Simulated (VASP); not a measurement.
Wanted: the native input for a VASP 6.6.1 run.

| Item | Value |
| --- | --- |
| Task | relaxation of cell and atoms |
| Functional | LDA |
| Potentials or basis | VASP PAW LDA potentials, release 64 (Cu, I) |
| Cutoff | 600 eV |
| k mesh | 8 × 8 × 8 |
| Occupations | gaussian, width 0.02 eV |
| Spin | no spin polarisation |
| Dipole correction | no |
| Further INCAR settings | ALGO = Normal; EDIFF = 1e-06; IBRION = 2; EDIFFG = -0.005; NSW = 100; ISIF = 3 |

The structure of CuI (Marshite) lies in POSCAR:

```
CuI
1.0
    0.0000000000      3.0315000000      3.0315000000
    3.0315000000      0.0000000000      3.0315000000
    3.0315000000      3.0315000000      0.0000000000
Cu I
1 1
Direct
    0.2500000000      0.2500000000      0.2500000000
    0.0000000000      0.0000000000      0.0000000000
```

One way to write it, as run:

INCAR

```
PREC = Accurate ; ENCUT = 600
EDIFF = 1E-6 ; ISMEAR = 0
SIGMA = 0.02 ; LREAL = False
LASPH = True ; NELM = 100
ALGO = Normal ; ISIF = 3
LWAVE = False ; LCHARG = False
IBRION = 2 ; NSW = 100
EDIFFG = -0.005
```

KPOINTS

```
Automatic mesh
0
Gamma
  8 8 8
```

Potentials or basis: VASP PAW LDA potentials, release 64 (Cu, I).

The run is started by

```sh
$ cat potpaw_LDA.64/Cu/POTCAR potpaw_LDA.64/I/POTCAR > POTCAR
$ mpirun -np 1 vasp_std > vasp.out
```

Results of the run:

The relaxed volume is 25.25 Å³/atom, the relaxed cell is a = 4.149 Å, b = 4.149 Å, c = 4.149 Å, α = 60.00°, β = 60.00°, γ = 60.00° and the space group after relaxing (to 0.05 Å) is F-43m (No. 216). The energy gained by relaxing is 39.3 meV/atom, the ionic steps are 5 and the pressure after relaxing is 0.0 GPa. The band gap on the k mesh is 1.28 eV, direct.

Caveat: spin-orbit coupling is left out, which moves the levels of the heavy elements.

Run time: 38 s on 1 thread of Intel(R) Xeon(R) 6975P-C (Granite Rapids) (shared host), peak memory 0.19 GiB.
